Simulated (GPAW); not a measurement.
# Ti2C (R-3m) in GPAW: single point with TB-mBJ

Aim: the single point of Ti2C with TB-mBJ.

Everything below comes from runs of GPAW 26.7.0. Logs are shortened: lines on timing, memory, paths and dates and some standing lists are left out, and cuts for length are marked. The log counts tension as positive stress, the text compression.

### 1 The structure

The structure is trigonal, space group R-3m (No. 166). The conventional cell has a = 3.081 Å, b = 3.081 Å, c = 14.441 Å, α = 90.00°, β = 90.00°, γ = 120.00°. Around Ti (site symmetry 3m) lie 3 C at 2.11 Å. Around C (site symmetry -3m) lie 6 Ti at 2.11 Å.

The cell comes from a database or a generator and needn't be the stable form of this composition.

### 2 Single point, TB-mBJ

run.py reads:

```python
from ase import Atoms
from ase.dft.bandgap import bandgap
from ase.io import write
from gpaw import GPAW, PW

atoms = Atoms(['Ti', 'Ti', 'C'],
              cell=[[1.540698181, 0.8895225095, 4.8137698526],
                    [-1.540698181, 0.8895225095, 4.8137698526],
                    [0.0, -1.7790450191, 4.8137698526]],
              scaled_positions=[[0.75450217, 0.75450217, 0.75450217],
                                [0.24549783, 0.24549783, 0.24549783],
                                [0.5, 0.5, 0.5]],
              pbc=True)

calc = GPAW(mode=PW(800),
            xc='TB09',
            kpts={'size': (8, 8, 8), 'gamma': True},
            occupations={'name': 'fermi-dirac', 'width': 0.05},
            nbands=28,
            convergence={'density': 1e-05, 'energy': 1e-05},
            eigensolver='cg',
            maxiter=150,
            txt='gpaw.txt')
atoms.calc = calc
energy = atoms.get_potential_energy()
calc.write('gs.gpw')
write('result.traj', atoms)
print('Fermi level:', round(calc.get_fermi_level(), 4), 'eV')
print(f'Gap: {bandgap(calc)[0]:.4f} eV, direct: {bandgap(calc, direct=True)[0]:.4f} eV')
```

Potentials or basis: GPAW PAW data sets for LDA (gpaw-data 1.2.1), pw.

On the command line:

```
OMP_NUM_THREADS=1 python run.py
```

gpaw.txt:

```text
___ ___ ___ _ _ _
 |   |   |_  | | | |
 | | | | | . | | | |
 |__ |  _|___|_____|  26.7.0
 |___|_|

Input parameters:
  convergence: {density: 1e-05,
                energy: 1e-05}
  eigensolver: cg
  kpts: {gamma: True,
         size: (8, 8, 8)}
  maxiter: 150
  mode: {ecut: 800.0,
         name: pw}
  nbands: 28
  occupations: {name: fermi-dirac,
                width: 0.05}
  xc: TB09

System changes: positions, numbers, cell, pbc, initial_charges, initial_magmoms

Initialize ...

species:
  Ti:
    name:    Titanium
    Z:       22.0
    valence: 12
    core:    10
    charge:  0.0  # [|e|]
    compensation charges:
      type: gauss
      rc: 0.38  # [Å]
      lmax: 2
    cutoffs:
      filter: 2.23  # [Å]
      core: 1.02  # [Å]
    projectors
    | kind |    occ | energy [eV] | rcut [Å] |
    |------|--------|-------------|----------|
    |   3s |  2.000 |     -62.257 |    1.270 |
    |   4s |  2.000 |      -4.593 |    1.270 |
    |   3p |  6.000 |     -38.791 |    1.058 |
    |   4p |  0.000 |      -1.536 |    1.058 |
    |   3d |  2.000 |      -4.463 |    1.058 |
    |    d |        |      22.748 |    1.058 |

    Using partial waves for Ti as LCAO basis

  C:
    name:    Carbon
    Z:       6.0
    valence: 4
    core:    2
    charge:  0.0  # [|e|]
    compensation charges:
      type: gauss
      rc: 0.20  # [Å]
      lmax: 2
    cutoffs:
      filter: 1.14  # [Å]
      core: 1.14  # [Å]
    projectors
    | kind |    occ | energy [eV] | rcut [Å] |
    |------|--------|-------------|----------|
    |   2s |  2.000 |     -13.639 |    0.635 |
    |   2p |  2.000 |      -5.414 |    0.635 |
    |    s |        |      13.573 |    0.635 |
    |    p |        |      21.797 |    0.635 |
    |    d |        |       0.000 |    0.635 |

    Using partial waves for C as LCAO basis

Reference energy: -47366.700656  # eV

Spin-paired calculation

Convergence criteria:
 Maximum [total energy] change in last 3 cyles: 1e-05 eV / valence electron
 Maximum integral of absolute [dens]ity change: 1e-05 electrons / valence electron
 Maximum integral of absolute [eigenst]ate change: 4e-08 eV^2 / valence electron
 Maximum number of scf [iter]ations: 150
 (Square brackets indicate name in SCF output, whereas a 'c' in
 the SCF output indicates the quantity has converged.)

Symmetries present (total): 12

  ( 1  0  0)  ( 1  0  0)  ( 0  1  0)  ( 0  1  0)  ( 0  0  1)  ( 0  0  1)
  ( 0  1  0)  ( 0  0  1)  ( 1  0  0)  ( 0  0  1)  ( 1  0  0)  ( 0  1  0)
  ( 0  0  1)  ( 0  1  0)  ( 0  0  1)  ( 1  0  0)  ( 0  1  0)  ( 1  0  0)

  ( 0  0 -1)  ( 0  0 -1)  ( 0 -1  0)  ( 0 -1  0)  (-1  0  0)  (-1  0  0)
  ( 0 -1  0)  (-1  0  0)  ( 0  0 -1)  (-1  0  0)  ( 0  0 -1)  ( 0 -1  0)
  (-1  0  0)  ( 0 -1  0)  (-1  0  0)  ( 0  0 -1)  ( 0 -1  0)  ( 0  0 -1)

512 k-points: 8 x 8 x 8 Monkhorst-Pack grid + [1/16,1/16,1/16]
65 k-points in the irreducible part of the Brillouin zone
       k-points in crystal coordinates                weights
   0:     0.00000000    0.00000000    0.00000000          1/512
   1:     0.12500000    0.00000000   -0.12500000          6/512
   2:     0.12500000    0.00000000    0.00000000          6/512
   3:     0.12500000    0.12500000   -0.12500000          6/512
   4:     0.12500000    0.12500000    0.00000000          6/512
   5:     0.12500000    0.12500000    0.12500000          2/512
   6:     0.25000000   -0.12500000   -0.12500000          6/512
   7:     0.25000000    0.00000000   -0.25000000          6/512
   8:     0.25000000    0.00000000   -0.12500000         12/512
   9:     0.25000000    0.00000000    0.00000000          6/512
          ...
  64:     0.50000000    0.50000000    0.50000000          1/512

Wave functions: Plane wave expansion
  Cutoff energy: 800.000 eV
  Number of coefficients (min, max): 2008, 2051
  Pulay-stress correction: 0.000000 eV/Ang^3 (de/decut=0.000000)
  Using FFTW library
  ScaLapack parameters: grid=1x1, blocksize=None
  Wavefunction extrapolation:
    Improved wavefunction reuse through dual PAW basis

Occupation numbers: Fermi-Dirac:
  width: 0.0500  # eV

Eigensolver
   CG(niter=4, rtol=3.0e-01)

Densities:
  Coarse grid: 35*35*35 grid
  Fine grid: 70*70*70 grid
  Total Charge: 0.000000

Density mixing:
  Method: separate
  Backend: msr1
  Linear mixing parameter: 0.05
  old densities: 10
  Width of damping distribution: 1.1
  Damping of long wavelength oscillations: 20

Hamiltonian:
  XC and Coulomb potentials evaluated on a 70*70*70 grid
  Using the TB09 Exchange-Correlation functional
  External potential:
    NoExternalPotential

XC parameters: TB09 with 2 nearest neighbor stencil

Number of atoms: 3
Number of atomic orbitals: 30
Number of bands in calculation: 28
Number of valence electrons: 28
Bands to converge: occupied

... initialized

Initializing position-dependent things.

Density initialized from atomic densities
Creating initial wave functions:
  28 bands from LCAO basis set

       Ti

       C

       Ti

Atomic positions and initial magnetic moments

Positions:
   0 Ti    -0.000000   -0.000000   10.895999    ( 0.0000,  0.0000,  0.0000)
   1 Ti     0.000000   -0.000000    3.545310    ( 0.0000,  0.0000,  0.0000)
   2 C      0.000000   -0.000000    7.220655    ( 0.0000,  0.0000,  0.0000)

Unit cell:
           periodic     x           y           z      points  spacing
  1. axis:    yes    1.540698    0.889523    4.813770    35     0.0750
  2. axis:    yes   -1.540698    0.889523    4.813770    35     0.0750
  3. axis:    yes    0.000000   -1.779045    4.813770    35     0.0750

  Lengths:   5.131996   5.131996   5.131996
  Angles:   34.940941  34.940941  34.940941

Effective grid spacing dv^(1/3) = 0.0974

iter:   1  2296.579161
iter:   2  2303.149870   +2.03  -1.14
iter:   3  2303.056043   +0.87  -1.21
iter:   4  2303.243581   +0.19  -1.35
iter:   5  2304.549562   -0.20  -1.49
iter:   6  2304.460680   -0.71  -1.69
iter:   7  2305.985157   -0.68  -1.61
iter:   8  2306.503736   -0.72  -1.69
iter:   9  2307.104255   -0.80  -1.74
iter:  10  2307.215594   -1.22  -2.21
iter:  11  2307.584299   -1.93  -2.11
iter:  12  2308.469843   -2.24  -2.44
iter:  13  2308.455029   -2.68  -2.42
iter:  14  2308.650321   -2.71  -2.78
iter:  15  2308.606508   -2.90  -2.70
iter:  16  2308.668674   -3.43  -2.96
iter:  17  2308.673752   -3.43  -2.89
iter:  18  2308.672763   -4.07  -2.71
iter:  19  2308.647708   -4.18  -2.63
iter:  20  2308.639880   -4.30  -2.76
iter:  21  2308.634973   -4.82  -2.82
iter:  22  2308.610787   -4.45  -2.89
iter:  23  2308.590697   -4.74  -3.18
iter:  24  2308.557387   -4.48  -3.26
iter:  25  2308.562568   -4.54  -3.71
iter:  26  2308.554601   -4.63  -3.56
iter:  27  2308.564189   -4.60  -3.70
iter:  28  2308.561847   -4.70  -3.62
iter:  29  2308.563871   -4.92  -4.91
iter:  30  2308.562526   -5.25  -4.83
iter:  31  2308.561958   -5.60  -4.76
iter:  32  2308.561903   -6.04  -4.68
iter:  33  2308.561957c  -6.47  -4.60
iter:  34  2308.561864c  -6.95  -4.52
iter:  35  2308.561727c  -7.45c -4.44
iter:  36  2308.561626c  -8.14c -4.36
iter:  37  2308.561585c  -8.53c -4.28
iter:  38  2308.561514c  -9.00c -4.20
iter:  39  2308.561474c  -8.95c -4.12
iter:  40  2308.561298c  -8.19c -4.04
iter:  41  2308.559948   -7.22  -3.95
iter:  42  2308.558346   -6.66  -4.07
iter:  43  2308.559486   -6.60  -4.38
iter:  44  2308.559539   -6.70  -4.30
iter:  45  2308.558144   -6.91  -4.16
iter:  46  2308.556825   -7.04  -4.28
iter:  47  2308.556079   -7.16  -4.59
iter:  48  2308.553915   -6.68  -4.86
iter:  49  2308.554243   -6.75  -4.78
iter:  50  2308.554323   -7.11  -5.23c
iter:  51  2308.554431c  -7.43c -5.16c

Converged after 51 iterations.

Dipole moment: (0.000000, 0.000000, -0.000000) |e|*Ang

Energy contributions relative to reference atoms: (reference = -47366.700656)

Kinetic:        +36.809664
Potential:      -33.862383
External:        +0.000000
XC:            +2307.543685
Entropy (-ST):   -0.013210
Local:           -1.929930
SIC:             +0.000000
--------------------------
Free energy:   +2308.547826
Extrapolated:  +2308.554431

Showing only first 2 kpts
 Kpt  Band  Eigenvalues  Occupancy
  0    12      6.81440    2.00000
  0    13      9.07178    0.00076
  0    14      9.07197    0.00076
  0    15      9.61817    0.00000

  1    12      7.44003    2.00000
  1    13      8.60162    1.64411
  1    14      9.16038    0.00013
  1    15      9.70759    0.00000

Fermi level: 8.67814

No gap
No difference between direct/indirect transitions
Writing to gs.gpw (mode='')
```

Run time: 12 min. Hardware: 1 thread of Arm Neoverse V2, shared host; peak memory 0.44 GiB.

Results:

- Band gap on the k mesh: none (metal or under the smearing width)

Caveat: a model potential gives levels but no total energy.
